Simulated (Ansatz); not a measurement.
## TiO2 (Anatase): equation of state with LDA

The system is TiO2 (Anatase).

```xyz
6
Lattice="-1.8921 1.8921 4.7573 1.8921 -1.8921 4.7573 1.8921 1.8921 -4.7573" Properties=species:S:1:pos:R:3 pbc="T T T"
Ti    0.0000    1.8921    2.3786
Ti    0.0000    0.0000    0.0000
O     0.0000    0.0000    7.5346
O     0.0000    1.8921    0.3987
O     0.0000    1.8921    4.3586
O     0.0000    0.0000    1.9800
```

* Program: Ansatz 0.2.0
* Task: equation of state
* Functional: LDA
* Potentials or basis: JTH PAW LDA
* Cutoff: 1380 eV
* Density cutoff: 6900 eV
* k mesh: 10 × 10 × 10
* Occupations: fermi-dirac, width 0.05 eV
* Spin: no spin polarisation

The equilibrium volume is 11.04 Å³/atom, the bulk modulus at fixed shape and positions is 237 GPa and the pressure derivative of the bulk modulus is 4.3.

Energy against volume, from the lowest point:
```tsv
volume (Å³/atom)	energy (meV/atom)
10.673	9.24
10.900	0.92
11.127	0.00
11.354	5.72
11.581	17.39
11.808	34.42
12.035	56.24
```

All runs of the series together: 5.5 min on 2 threads of Arm Neoverse V1, with other jobs on the host.

Caveat: the cell was scaled at fixed shape and fractional positions, which overstates the stiffness of a crystal with free parameters, most of all of layers and chains.
